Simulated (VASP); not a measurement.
Runs of VASP 6.6.1 on GaAs. The structure is cubic, space group F-43m (No. 216). The conventional cell has a = 5.663 Å, b = 5.663 Å, c = 5.663 Å, α = 90.00°, β = 90.00°, γ = 90.00°. Ga (site symmetry -43m) is surrounded by 4 As at 2.45 Å. As (site symmetry -43m) has 4 Ga at 2.45 Å as nearest neighbours. The cell was built by a generator and needn't be a form met in nature.

| task | level | potentials or basis | spin | cell | k mesh | cutoff (eV) | gap on the mesh (eV) | pressure (GPa) |
| --- | --- | --- | --- | --- | --- | --- | --- | --- |
| band structure | LDA | VASP PAW LDA potentials, release 64 (Ga_d, As) | off | F-43m, 22.7 Å³/atom | 10 × 10 × 10 | 520 | 0.30 | -2.0 |
| relaxation of cell and atoms | PBEsol | VASP PAW PBE potentials, release 64 (Ga_d, As) | off | relaxed | 10 × 10 × 10 | 600 | 0.42 | 0.0 |
| band structure | PBEsol | VASP PAW PBE potentials, release 64 (Ga_d, As) | off | F-43m, 22.7 Å³/atom | 10 × 10 × 10 | 520 | 0.42 | -0.1 |
| band structure | TB-mBJ | VASP PAW PBE potentials, release 64 (Ga_d, As) | off | F-43m, 22.7 Å³/atom | 10 × 10 × 10 | 520 | 1.55 | - |
| band structure | r2SCAN | VASP PAW PBE potentials, release 64 (Ga_d, As) | off | F-43m, 22.7 Å³/atom | 10 × 10 × 10 | 520 | (a) | (b) |
| band structure | PBEsol | VASP PAW PBE potentials, release 64 (Ga_d, As) | SOC, no magnetisation | F-43m, 22.7 Å³/atom | 6 × 6 × 6 | 520 | - | -0.1 |

Alike in all rows: smearing gaussian 0.03 eV.

Problem. Estimate the missing entries.

Solution. (a) 0.96; (b) 0.3.

Caveats: the PAW data sets were made with another functional, which shifts forces and pressure a little (some runs).

A k mesh can miss the band edges, and rows without SOC leave out spin-orbit coupling on As, Ga.
